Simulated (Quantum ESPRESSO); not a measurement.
The system is Sb.

```
CELL_PARAMETERS angstrom
2.15420 1.24373 3.75800
-2.15420 1.24373 3.75800
0.00000 -2.48746 3.75800
ATOMIC_POSITIONS crystal
Sb 0.76651 0.76651 0.76651
Sb 0.23349 0.23349 0.23349
```

- Program: Quantum ESPRESSO 7.5
- Task: single point
- Functional: PBE
- Potentials or basis: SSSP 1.3 efficiency PBE
- Cutoff: 748 eV
- Density cutoff: 5987 eV
- k mesh: 8 × 8 × 8
- Occupations: fermi-dirac, width 0.05 eV
- Spin: no spin polarisation

On this cell: pressure 2.8 GPa; largest force 0.166 eV/Å; band gap on the k mesh none (metal or under the smearing width).

The same run follows on a disturbed copy (atoms moved at random, drawn with an rms of 0.05 Å):

```
Sb
1.0
     2.15420    1.24373    3.75800
    -2.15420    1.24373    3.75800
     0.00000   -2.48746    3.75800
Sb
2
Direct
  0.76764 0.75507 0.76479
  0.25004 0.22744 0.22232
```

Question: What changes?

Answer: The energy (extrapolated to zero smearing) moves by +0.2 meV/atom; pressure 2.2 GPa; largest force 0.107 eV/Å; band gap on the k mesh none (metal or under the smearing width).

Forces on the atoms (eV/Å):
```
Sb   0.053  0.092  0.013
Sb  -0.053 -0.092 -0.013
```

Stress tensor (GPa, compression positive):
```
 2.56  0.13 -0.24
 0.13  2.39 -0.46
-0.24 -0.46  1.72
```
